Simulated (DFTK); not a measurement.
The system is Fe.

```
Fe
1.0
    -1.44300    1.44300    1.44300
     1.44300   -1.44300    1.44300
     1.44300    1.44300   -1.44300
Fe
1
Direct
  0.00000 0.00000 0.00000
```

Program: DFTK 0.8.2. Alike in all runs: task single point; spin collinear, ferromagnetic start; cell as given; cutoff (eV) 1225; smearing fermi-dirac 0.05 eV.

**Question.** Order these runs on this cell by their pressure, lowest first.
A. level r2SCAN; potentials or basis SG15 1.2 (PBE); k mesh 12 × 12 × 12
B. level LDA; potentials or basis SG15 1.2 (PBE); k mesh 12 × 12 × 12
C. level PBE; potentials or basis dojo.nc.sr.pbe.v0_4_1.standard.upf (PBE); k mesh 13 × 13 × 13
D. level PBEsol; potentials or basis dojo.nc.sr.pbesol.v0_4_1.standard.upf (PBEsol); k mesh 13 × 13 × 13

**Answer.** B (-26.8 GPa), D (-15.6 GPa), C (-5.0 GPa), A (0.9 GPa).

Caveats: the potentials were made for another functional, which shifts forces and pressure (some runs); so large a pressure means that the cell lies far from this level's equilibrium, or that cutoff or potentials fall short (some runs).
